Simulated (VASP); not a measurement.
# SiO2 in VASP: one cell, several levels of theory

Aim: gap, levels, forces and stress of SiO2 built on the fluorite prototype at fixed geometry. Runs: HSE06, PBE0. The results are then set beside those of Ansatz 0.2.0 for the same cell. This is a trial cell built on a prototype, not taken from a measured structure, and it needn't be the compound's ground state.

Code: VASP 6.6.1. PAW datasets, plane waves. All values are calculated for a non-magnetic cell, which may be hypothetical.

## Step 1: The cell

The cell comes from an earlier relaxation with r2SCAN in another program.

Space group Fm-3m (No. 225), cubic; conventional cell a = 4.528 Å, 7.74 Å³ an atom. Near Si stand 8 O at 1.96 Å; near O stand 4 Si at 1.96 Å.

As a file:

```
CELL_PARAMETERS angstrom
0.00000 2.26417 2.26417
2.26417 0.00000 2.26417
2.26417 2.26417 0.00000
ATOMIC_POSITIONS crystal
Si 0.00000 0.00000 0.00000
O 0.25000 0.25000 0.25000
O 0.75000 0.75000 0.75000
```

## Step 2: Single point with HSE06

Input file INCAR:

```
AEXX = 0.250000
ENCUT = 520.000000
HFSCREEN = 0.207900
SIGMA = 0.010000
EDIFF = 1.00e-07
ALGO = Normal
GGA = PE
PREC = Accurate
PRECFOCK = Fast
IBRION = -1
ISIF = 2
ISMEAR = 0
ISTART = 1
NBANDS = 15
NELM = 120
NSW = 0
LASPH = .TRUE.
LCHARG = .FALSE.
LHFCALC = .TRUE.
LWAVE = .FALSE.
LREAL = .FALSE.
```

Input file KPOINTS:

```
KPOINTS created by Atomic Simulation Environment
0
Gamma
6 6 6
0 0 0
```

Input file KPOINTS_OPT:

```
special points
6
Reciprocal
0.0000000000 0.0000000000 0.0000000000 1
0.5000000000 0.0000000000 0.5000000000 1
0.5000000000 0.2500000000 0.7500000000 1
0.3750000000 0.3750000000 0.7500000000 1
0.5000000000 0.5000000000 0.5000000000 1
0.6250000000 0.2500000000 0.6250000000 1
```

Input file POSCAR:

```
Si O
 1.0000000000000000
    -0.0000000000000000    2.2641691162216273    2.2641691162216273
     2.2641691162216273   -0.0000000000000000    2.2641691162216273
     2.2641691162216273    2.2641691162216273   -0.0000000000000000
 Si  O
   1   2
Cartesian
 -0.0000000000000000  0.0000000000000000 -0.0000000000000000
  1.1320845581108139  1.1320845581108139  1.1320845581108139
  3.3962536743324403  3.3962536743324403  3.3962536743324403
```

The run uses the recommended PBE PAW datasets (16 valence electrons a neutral cell).

## Step 3: PBE0 at this geometry

Changes to INCAR since step 2:

```diff
@@ -2,3 +2,2 @@
 ENCUT = 520.000000
-HFSCREEN = 0.207900
 SIGMA = 0.010000
@@ -21 +20,2 @@
 LREAL = .FALSE.
+HFRCUT = -1
```

KPOINTS is that of step 2.

KPOINTS_OPT is that of step 2.

POSCAR is that of step 2.

Before running it: what results should come out? Wanted: for each run, gap; pressure; Ansatz: gap; Ansatz: pressure.

**Answer**, as computed:

```
level  gap (eV)  pressure (GPa)  Ansatz: gap (eV)  Ansatz: pressure (GPa)
HSE06      3.57           -3.86              3.59                       –
 PBE0      4.33           -3.73              4.36                       –
```

The gap spans 3.57 eV (HSE06) to 4.33 eV (PBE0). The two programs agree on the gap within 0.04 eV, far less than the spread between functionals. Each program uses its own PAW datasets and cutoff.
